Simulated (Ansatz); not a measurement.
Theory: Ansatz, DFT PBE, scalar-relativistic, plane waves, PAW.

Plane waves to 420 eV, a k mesh through Γ of 10×10×10 on the computed 2-atom cell and Gaussian smearing (0.05 eV); no spin polarisation.

```
CELL_PARAMETERS angstrom
0.00000 3.34135 3.05777
3.05777 0.00000 3.05777
3.05777 3.34135 0.00000
ATOMIC_POSITIONS crystal
Sn 0.98413 0.01587 0.98413
Te 0.51587 0.48413 0.51587
```

Is this geometry at equilibrium? Which atom feels the largest force?

It isn't. Atom 1 (Sn) feels (0.00, -0.09, 0.00) eV/Å, 0.089 eV/Å in size, and symmetry-related atoms feel the same size.

Give all forces and the stress.

| atom | Fx | Fy | Fz |
| --- | --- | --- | --- |
| Sn1 | 0.000 | -0.089 | 0.000 |
| Te2 | 0.000 | 0.089 | 0.000 |
Stress (GPa, compression positive):
```
 6.80  0.00  0.00
 0.00 -2.35  0.00
 0.00  0.00  6.80
```

Cost: 1 run of about 0.14 core-minutes, on Arm Neoverse V2 (shared hosts).